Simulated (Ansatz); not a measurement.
A relaxation computed with Ansatz, from input to last step.

```yaml
crystal:
  lattice:
    - [3.1222954582, 0.0, 0.0]
    - [-1.5611477291, 2.7039871849, 0.0]
    - [0.0, 0.0, 12.0131536806]
  atoms:
    - { symbol: W, position: [0.3333333333, 0.6666666667, 0.75] }
    - { symbol: W, position: [0.6666666667, 0.3333333333, 0.25] }
    - { symbol: S, position: [0.3333333333, 0.6666666667, 0.1202472841] }
    - { symbol: S, position: [0.6666666667, 0.3333333333, 0.6202472841] }
    - { symbol: S, position: [0.3333333333, 0.6666666667, 0.3797527159] }
    - { symbol: S, position: [0.6666666667, 0.3333333333, 0.8797527159] }
basis:
  ecutwfc: 420
kpoints:
  mp_grid: { grid: [12, 12, 4] }
hamiltonian:
  xc: pbe
  dispersion: d3bj
scf:
  occupations: { method: gaussian, width: 0.02 }
output:
  forces: true
  stress: true
  eigenvalues: true
relax:
  adjacent_minimum: "off"
  f_tol: 0.01
  max_steps: 30
  cell: { stress_tol: 0.1, fix: [volume] }
```

```bash
ansatz run input.yaml --threads 1 --pin off --max-ram 2560MiB --backend cpu --events-out ev --progress --plain --runs-dir out
```

Level of theory: DFT PBE+D3(BJ), scalar-relativistic, plane waves, PAW (Ansatz 0.2.0).

The volume is held at 0.97 times that of the relaxed cell.

Of 5 frames 4 are shown, positions in Å and forces in eV/Å; the SCF threshold varies from step to step. Steps run on the plane waves of an earlier cell, with a Pulay correction in the pressure. The basis is chosen afresh for the last frame, the zero of the energies, and at times for earlier ones too; energy and pressure step there, also at an unchanged geometry.

```xyz
6
Lattice="3.1223 0.0000 0.0000 -1.5611 2.7040 0.0000 0.0000 0.0000 12.0132" Properties=species:S:1:pos:R:3:forces:R:3 pbc="T T T" step=1 free_energy_over_end_meV_per_atom=5.92 pressure_GPa=5.51
W     0.0000    1.8027    9.0099    0.0000    0.0000    0.0000
W     1.5611    0.9013    3.0033    0.0000    0.0000    0.0000
S     0.0000    1.8027    1.4445    0.0000    0.0000   -0.5539
S     1.5611    0.9013    7.4511    0.0000    0.0000   -0.5539
S     0.0000    1.8027    4.5620    0.0000    0.0000    0.5539
S     1.5611    0.9013   10.5686    0.0000    0.0000    0.5539
6
Lattice="3.1553 0.0000 0.0000 -1.5776 2.7325 0.0000 0.0000 0.0000 11.7634" Properties=species:S:1:pos:R:3:forces:R:3 pbc="T T T" step=2 free_energy_over_end_meV_per_atom=2.06 pressure_GPa=0.01
W     0.0000    1.8217    8.8225    0.0000    0.0000    0.0000
W     1.5776    0.9108    2.9408    0.0000    0.0000    0.0000
S     0.0000    1.8217    1.3622    0.0000    0.0000    0.2209
S     1.5776    0.9108    7.2439    0.0000    0.0000    0.2209
S     0.0000    1.8217    4.5194    0.0000    0.0000   -0.2209
S     1.5776    0.9108   10.4011    0.0000    0.0000   -0.2209
6
Lattice="3.1351 0.0000 0.0000 -1.5675 2.7150 0.0000 0.0000 0.0000 11.9156" Properties=species:S:1:pos:R:3:forces:R:3 pbc="T T T" step=3 free_energy_over_end_meV_per_atom=0.12 pressure_GPa=1.71
W     0.0000    1.8100    8.9367    0.0000    0.0000    0.0000
W     1.5675    0.9050    2.9789    0.0000    0.0000    0.0000
S     0.0000    1.8100    1.3983    0.0000    0.0000    0.0560
S     1.5675    0.9050    7.3561    0.0000    0.0000    0.0560
S     0.0000    1.8100    4.5595    0.0000    0.0000   -0.0560
S     1.5675    0.9050   10.5173    0.0000    0.0000   -0.0560
6
Lattice="3.1387 0.0000 0.0000 -1.5693 2.7182 0.0000 0.0000 0.0000 11.8881" Properties=species:S:1:pos:R:3:forces:R:3 pbc="T T T" step=5 free_energy_over_end_meV_per_atom=0.00 pressure_GPa=1.83
W     0.0000    1.8121    8.9160    0.0000    0.0000    0.0000
W     1.5693    0.9061    2.9720    0.0000    0.0000    0.0000
S     0.0000    1.8121    1.3957    0.0000    0.0000    0.0016
S     1.5693    0.9061    7.3397    0.0000    0.0000    0.0016
S     0.0000    1.8121    4.5483    0.0000    0.0000   -0.0016
S     1.5693    0.9061   10.4924    0.0000    0.0000   -0.0016
```

It took 44 s on 1 thread of Arm Neoverse V2 (shared host), peak memory 0.44 GiB.

Spin–orbit coupling is left out, which can shift energies with elements as heavy as these.